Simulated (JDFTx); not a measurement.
Runs of JDFTx 1.7.0 (patched build) on Sc. It takes space group P6_3/mmc (No. 194, hexagonal). Conventional cell: a = 3.309 Å, b = 3.309 Å, c = 5.273 Å, α = 90.00°, β = 90.00°, γ = 120.00°. Sc (site symmetry -6m2) has 12 Sc at 3.26 to 3.31 Å as nearest neighbours. 

```tsv
task	level	cell	density cutoff over wavefunction cutoff	SCF threshold on the energy	further solve for the empty bands	gap on the mesh (eV)	pressure (GPa)	V0 of scaled cells (Å³/atom)	B0 (GPa)
equation of state	RPBE	as given	8	1e-09 Ha	-	-	-	(a)	51
equation of state	PBE	as given	4	1e-08 Ha	-	-	-	(b)	54
single point	PBE	as given	4	1e-08 Ha	yes	none	-0.7	-	-
relaxation of cell and atoms	PBE+D2	relaxed	8	1e-09 Ha	no	none	0.0	-	-
```

Alike in all rows: potentials or basis PseudoDojo-SR-PBE-0.5-standard; no spin polarisation; k mesh 9 × 9 × 5; cutoff (eV) 1061; smearing fermi-dirac 0.05 eV.

**Question.** Fill in the values left out.

**Answer.** (a) 25.64; (b) 24.71.

Caveats: the cell was scaled at fixed shape and fractional positions, which overstates the stiffness of a crystal with free parameters, most of all of layers and chains (some runs); the potentials were made for another functional, which shifts forces and pressure (some runs); the empty levels aren't tightly converged (some runs); pairwise dispersion overbinds metals, which lowers pressure and volume (some runs).

A k mesh can miss the band edges.

A gap of «none» marks a metal or a gap under the smearing width.

Not every run made on this cell is shown here.
